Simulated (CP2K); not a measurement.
CoH:

```
Co H
1.0
     5.21268    0.00000    0.00000
     1.30317    2.25716    0.00000
     1.30317    0.75239    2.12807
Co H
2 2
Direct
  0.00000 0.00000 0.00000
  0.50000 0.00000 0.00000
  0.25000 0.50000 0.50000
  0.75000 0.50000 0.50000
```

The cell comes from a database or a generator and needn't be the stable form of this composition.

Base run:

```yaml
Program: CP2K 2026.2
Functional: LDA
Potentials_or_basis: GTH_POTENTIALS Co GTH-PADE-q17, H GTH-PADE-q1; DZVP-MOLOPT-PBE-GTH basis
Density_cutoff: 11565 eV
k_mesh: 9 × 9 × 9
Occupations: fermi-dirac, width 0.05 eV
Spin: collinear spin, zero start
Starting_moments: "[0.0, 0.0, 0.0, 0.0] μB"
```

Its results: band gap on the k mesh none (metal or under the smearing width); pressure -18.7 GPa; net moment 0.00 μB per cell.

Question: The run is repeated on the same cell with these changes: spin from collinear spin, zero start to collinear spin, antiferromagnetic start; moments at the start from [0.0, 0.0, 0.0, 0.0] to [2.0, -2.0, 0.0, 0.0]. What comes out?

Answer: Band gap on the k mesh none (metal or under the smearing width); pressure -15.3 GPa; net moment 0.00 μB per cell; site moments Co +0.89, -0.89; H +0.00 μB.

Caveats: the basis of atomic orbitals isn't converged, which shifts pressures, moduli and gaps.
